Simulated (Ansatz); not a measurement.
System: zinc-blende InN (metastable phase). Method: PBE+SOC in Ansatz (plane waves, PAW).

Run with plane-wave cutoff 520 eV, 12×12×12 k mesh, Fermi–Dirac smearing 0.01 eV, PAW data made under PBE.

Pressure at four volumes; x = ln(V/16.075 Å³). One pressure is withheld.

```tsv
V (Å³/atom)	x	P (GPa)
15.110	-0.0619	8.71
16.075	0.0000	0.00
16.718	0.0392	-4.35
17.039	0.0582	?
```

**Question.** Pass a parabola P(x) through the three rows shown, estimate the bulk modulus and its pressure derivative near zero pressure, and predict the withheld pressure.

**Answer.** Slopes between the rows: (0.00 − (8.71))/(0.0000 − (-0.0619)) = -140.71 and (-4.35 − (0.00))/(0.0392 − (0.0000)) = -110.97 GPa. Their difference over the span 0.1011 is c = 29.74/0.1011 = 294.2 GPa, so P(x) = 8.71 + (-140.71)(x − (-0.0619)) + 294.2 (x − (-0.0619))(x − (0.0000)). At the middle row B = −dP/dx = −[-140.71 + 294.2 × 0.0619] = 122.5 GPa, and B′ = dB/dP = 2c/B = 4.8. At x = 0.0582 the parabola gives -6.13 GPa; the run gives -6.18 GPa. The Birch–Murnaghan fit to the energies at all volumes has B0 = 122 GPa and B′ = 4.7.

Note: the gap of the solid is closed in this run; this level leaves the solid without a gap, although one is measured.

Ansatz is a quantum-chemistry and plane-wave program.
